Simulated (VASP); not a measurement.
A run of VASP 6.6.1 is set up as follows.

File INCAR:

```
PREC = Accurate ; ENCUT = 520
EDIFF = 1E-7 ; ISMEAR = -1
SIGMA = 0.05 ; LREAL = False
LASPH = True ; NELM = 100
ALGO = Normal ; ISIF = 2
LWAVE = False ; LCHARG = False
GGA = PE ; NBANDS = 20
```

Contents of KPOINTS:

```
Automatic mesh
0
Gamma
  9 9 2
```

File POSCAR:

```
Te2Mo
1.0
    3.5602328140      0.0000000000      0.0000000000
   -1.7801164070      3.0832520603      0.0000000000
    0.0000000000      0.0000000000     17.5240578200
Te Mo
2 1
Direct
    0.3333333333      0.6666666667      0.1021445500
    0.3333333333      0.6666666667      0.8978554500
    0.0000000000      0.0000000000      0.0000000000
```

Potentials or basis: VASP PAW PBE potentials, release 64 (Te, Mo_sv).

Launch:

```bash
$ cat potpaw_PBE.64/Te/POTCAR potpaw_PBE.64/Mo_sv/POTCAR > POTCAR
$ mpirun -np 1 vasp_std > vasp.out
```

What does it give for the band gap on the k mesh?

1.05 eV, direct.

Estimate the largest force.

0.231 eV/Å.

Forces in eV/Å, atoms in the order of the input:
```
Te   0.000  0.000  0.231
Te   0.000  0.000 -0.231
Mo   0.000  0.000  0.000
```

Caveat: spin-orbit coupling is left out, which moves the levels of the heavy elements. A hybrid or GW would open this gap; PBE tends to underestimate it.
